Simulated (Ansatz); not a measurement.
# Be2C: how the settings move a single-point run

How sensitive is a single-point run of Be2C to its settings? A reference run comes first, then one run with altered input.

Program: Ansatz 0.2.0. Level of theory: reference: DFT, PBEsol, all-electron LAPW, scalar-relativistic; levels and slopes on a fine mesh, independent-particle optical spectra. These are calculated values, not measurements.

## (1) The starting structure

Symmetry: Fm-3m, No. 225, cubic system. Conventional cell: a = 4.311 Å, b = 4.311 Å, c = 4.311 Å, α = 90.00°, β = 90.00°, γ = 90.00°. Around Be (site symmetry -43m) lie 4 C at 1.87 Å. Around C (site symmetry m-3m) lie 8 Be at 1.87 Å.

Structure file:

```xyz
3
Lattice="0.0000 2.1554 2.1554 2.1554 0.0000 2.1554 2.1554 2.1554 0.0000" Properties=species:S:1:pos:R:3 pbc="T T T"
Be    1.0777    1.0777    1.0777
Be    3.2331    3.2331    3.2331
C     0.0000    0.0000    0.0000
```

## (2) Reference

Contents of input.yaml:

```yaml
crystal:
  lattice:
    - [0.0, 2.15537688145, 2.15537688145]
    - [2.15537688145, 0.0, 2.15537688145]
    - [2.15537688145, 2.15537688145, 0.0]
  atoms:
    - { symbol: Be, position: [0.25, 0.25, 0.25] }
    - { symbol: Be, position: [0.75, 0.75, 0.75] }
    - { symbol: C, position: [0.0, 0.0, 0.0] }
kpoints:
  mp_grid: { grid: [8, 8, 8] }
scf:
  occupations: { method: fixed }
hamiltonian:
  xc: pbesol
  pseudopotentials: { kind: all_electron, lapw: { basis_error: 0.001 } }
output:
  forces: true
  stress: true
  eigenvalues: true
  eigenstates:
    nscf_kmesh: { grid: [14, 14, 14] }
    de_dk: true
    e_range: [-9, 11.07762048775]
  optics:
    e_range: [0, 20]
    de: 0.2
    sigma: 0.1
    bands: { spectra_wanted_up_to: 20 }
    nscf_kmesh: { grid: [14, 14, 14] }
checkpoint:
  write: ck
  write_wavefunctions: false
```

Run with:

```bash
$ ansatz run input.yaml --threads 2 --pin off --max-ram 6144MiB --backend cpu --events-out ev --progress --plain --runs-dir out
```

## (3) Changed: preconditioner local_kerker

input.yaml: that of step 2 with these lines changed.

```diff
@@ -13,2 +13,3 @@
   occupations: { method: fixed }
+  mixing: { preconditioner: local_kerker }
 hamiltonian:
```

What does the calculation give? Wanted: for each run, ending; energy change; pressure; gap; force.

As calculated:

```csv
run,ending,energy change,pressure (GPa),gap (eV),force (eV/Å),cycles,time
reference,converged,0,-0.2,1.08,0.00,-,9.9 s
1: preconditioner local_kerker,converged,0.0 meV/atom,-0.2,1.08,0.00,9,10 s
```

Residual by cycle in the longest SCF loop of each run; runs are numbered as in the table. The quantity is the density residual dr2, in eV.

```csv
cycle,reference,run 1
1,2.47,2.47
2,0.0755,0.311
3,0.0252,0.0864
4,2.1e-4,1.5e-4
5,5.9e-7,3.8e-6
6,4.7e-9,9.8e-7
7,9.4e-12,3.2e-8
8,-,1.1e-10
9,-,1.9e-12
```

Same state: the changed mixing leaves the energy within 0.5 meV/atom.

The gaps are Kohn-Sham values of a semilocal functional, not quasiparticle or optical gaps. Such gaps usually fall short of the measured ones.
